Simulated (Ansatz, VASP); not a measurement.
# One calculation of Ru, two programs

Contents of INCAR:

```
PREC = Accurate ; ENCUT = 520
EDIFF = 1E-7 ; ISMEAR = -1
SIGMA = 0.03 ; LREAL = F
LASPH = T ; NELM = 60
ALGO = Normal ; ISIF = 2
LWAVE = F ; LCHARG = F
GGA = PE ; NBANDS = 21
```

File KPOINTS:

```
Automatic mesh
0
Gamma
  14 14 8
```

File POSCAR:

```
Ru
1.0
    2.7147887668      0.0000000000      0.0000000000
   -1.3573943834      2.3510760380      0.0000000000
    0.0000000000      0.0000000000      4.2961256859
Ru
2
Direct
    0.3333333333      0.6666666667      0.2500000000
    0.6666666667      0.3333333333      0.7500000000
```

Input for Ansatz:

```yaml
crystal:
  lattice:
    - [2.7147887668, 0.0, 0.0]
    - [-1.3573943834, 2.351076038, 0.0]
    - [0.0, 0.0, 4.2961256859]
  atoms:
    - { symbol: Ru, position: [0.3333333333, 0.6666666667, 0.25] }
    - { symbol: Ru, position: [0.6666666667, 0.3333333333, 0.75] }
kpoints:
  mp_grid: { grid: [14, 14, 8] }
  band_path:
    path:
      - [0.0, 0.0, 0.0]
      - [0.5, 0.0, 0.0]
      - [0.3333333333, 0.3333333333, 0.0]
      - [0.0, 0.0, 0.0]
      - [0.0, 0.0, 0.5]
      - [0.5, 0.0, 0.5]
      - [0.3333333333, 0.3333333333, 0.5]
      - [0.0, 0.0, 0.5]
      - [0.5, 0.0, 0.5]
    npoints: 5
scf:
  occupations: { method: fermi_dirac, width: 0.03 }
hamiltonian:
  xc: pbe
  pseudopotentials: { kind: all_electron, lapw: { basis_error: 0.0005 } }
output:
  forces: true
  stress: true
  eigenvalues: true
```

Change from the starting cell: volume scaled by 1.01.

Alike in both runs: task single point; functional PBE; k mesh 14 × 14 × 8; occupations fermi-dirac, width 0.03 eV; no spin polarisation.

|  | VASP | Ansatz |
| --- | --- | --- |
| version | VASP 6.6.1 | Ansatz 0.2.0 |
| potentials or method | VASP PAW PBE potentials, release 64 (Ru_pv) | all-electron LAPW, scalar-relativistic |
| plane-wave cutoff (eV) | 520 | see its input |

Ansatz gave:

```
pressure (GPa)                                  : 1.2
largest component of the traceless stress (GPa) : 1.22
```

Task: Which values does VASP return?

Result: Pressure (GPa): 1.2; largest component of the traceless stress (GPa): 1.19.

Ansatz ran all-electron here, so the differences hold the error of VASP's frozen core and of both bases.
